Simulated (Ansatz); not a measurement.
# HfO2: the band gap up the ladder of functionals

An exercise on one series of results from a longer session: the logs are not shown, and one member is left open.

Program: Ansatz 0.2.0. PAW datasets, plane waves. These are computed values for a spin-unpolarised cell that may be hypothetical; none is a measurement.

### Starting point

The cell was relaxed beforehand with r2SCAN.

The symmetry is P4_2/mnm (No. 136, tetragonal); conventional cell a = 4.838 Å, c = 3.220 Å, 12.56 Å³ an atom. Near Hf stand 6 O at 2.09 Å; near O stand 3 Hf at 2.09 Å.

The structure in full:

```xyz
6
Lattice="4.8383 0.0000 0.0000 0.0000 4.8383 0.0000 0.0000 0.0000 3.2200" Properties=species:S:1:pos:R:3 pbc="T T T"
Hf    2.4191    2.4191    1.6100
Hf    0.0000    0.0000    0.0000
O     0.9432    3.8950    1.6100
O     3.8950    0.9432    1.6100
O     1.4759    1.4759    0.0000
O     3.3624    3.3624    0.0000
```

Set-up of the first run:

input.yaml

```yaml
crystal:
  lattice:
    - [4.8382978972, 0.0, 0.0]
    - [0.0, 4.8382978972, 0.0]
    - [0.0, 0.0, 3.2199925688]
  atoms:
    - { symbol: Hf, position: [0.5, 0.5, 0.5] }
    - { symbol: Hf, position: [0.0, 0.0, 0.0] }
    - { symbol: O, position: [0.1949549136, 0.8050450864, 0.5] }
    - { symbol: O, position: [0.8050450864, 0.1949549136, 0.5] }
    - { symbol: O, position: [0.3050450864, 0.3050450864, 0.0] }
    - { symbol: O, position: [0.6949549136, 0.6949549136, 0.0] }
kpoints:
  mp_grid: { grid: [6, 6, 8] }
  band_path:
    path:
      - [[0.0, 0.0, 0.0], [3.889730938285e-51, 0.5, 0.0], [0.5, 0.5, 0.0], [0.0, 0.0, 0.0], [0.0, 0.0, 0.5], [3.889730938285e-51, 0.5, 0.5], [0.5, 0.5, 0.5], [0.0, 0.0, 0.5]]
      - [[3.889730938285e-51, 0.5, 0.0], [3.889730938285e-51, 0.5, 0.5]]
      - [[0.5, 0.5, 0.0], [0.5, 0.5, 0.5]]
    npoints: 10
hamiltonian:
  xc: pbe
scf:
  occupations: { method: fermi_dirac, width: 0.02 }
  n_extra_bands: 5
output:
  forces: true
  stress: true
  eigenvalues: true
  write_density: true
  write_potential: true
  elf: true
  volumetric_format: npy
```

Started as:

```console
$ ansatz run input.yaml --threads 2 --pin off --max-ram 29491MiB --backend cpu --events-out ev --progress --plain --runs-dir out
```

Steps of the session up to this table: PBE bands along the symmetry lines; Single point with r2SCAN; HSE06 at the same geometry; PBE+SOC at the same geometry; PBE0.

One table of the session follows, with a row left open; its other results are not shown here.

| level | gap (eV) |
| --- | --- |
| PBE | 3.98 |
| r2SCAN | 4.53 |
| HSE06 | ? |
| PBE+SOC | 3.97 |
| PBE0 | 6.40 |

Q: Estimate the row for HSE06 from the others.

The run gave: gap (eV): 5.63. In the column «gap (eV)» it lies between r2SCAN (4.53) and PBE0 (6.40).

Meshes: PBE 6×6×8, r2SCAN 6×6×8, HSE06 4×4×4, PBE+SOC 6×6×8, PBE0 4×4×4

PBE+SOC gives the least gap, 3.97 eV, and PBE0 the largest, 6.40 eV. Against HSE06, PBE is short by 1.65 eV, at 71 % of it, and r2SCAN 80 %. PBE0 lies 0.77 eV above HSE06, which differs from it by screening the long-range exchange.

Limits of these values: Warnings in the runs' records: stress scf threshold loose, stress exchange threshold loose.
